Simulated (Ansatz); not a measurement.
Relaxed ZrO2 (tetragonal-ZrO2 type, space group P4_2/nmc):

```
CELL_PARAMETERS angstrom
      3.62104     0.00000     0.00000
      0.00000     3.62104     0.00000
      0.00000     0.00000     5.28279
ATOMIC_POSITIONS crystal
  Zr 0.00000 0.00000 0.00000
  Zr 0.50000 0.50000 0.50000
  O  0.00000 0.50000 0.19278
  O  0.00000 0.50000 0.69278
  O  0.50000 0.00000 0.30722
  O  0.50000 0.00000 0.80722
```

Scan: atom 6 (O, nearest neighbour Zr at 2.077 Å; its periodic images, 3.6 Å or more away, move with it) is displaced towards the nearest neighbour, direction (-0.872, 0.000, 0.490) in Cartesian axes, by s. The other atoms stay.

These are PBE (plane waves to 420 eV, PAW, scalar-relativistic; Ansatz, a quantum-chemistry and plane-wave program) values and carry that method's errors. k mesh 7×7×5 (Γ-centred), Fermi-Dirac smearing 0.05 eV. The energy includes the smearing's −TS. Left out: 2 of 11 points, with atoms too close for the PAW data. This is a high-temperature form of ZrO2. ZrO2 is run without spin polarisation. ZrO2 was relaxed with its symmetry unable to fall. ΔE is measured from the undisplaced structure.

The scan covers s from -0.420 to 0.252 Å in 9 points.

Is this a single well or a double well?

A single well with its minimum at or next to zero displacement.

Is the energy the same for displacements of ±0.252 Å, and if not, which side lies higher?

Not even: the positive side lies higher at ±0.252 Å. With its periodic images moving along, the atom's site symmetry in this cell is mm2.

What force acts on the atom along the line at s = -0.420 Å?

4.12 eV/Å.

What is the energy change at s = 0.252 Å?

604 meV/cell.

What is the force constant k = d²E/ds² of this move at s = 0?

14.9 eV/Å².

(For displaced atoms, the force is minus the slope of the energy, and its curvature is a force constant, which sets phonon frequencies.)
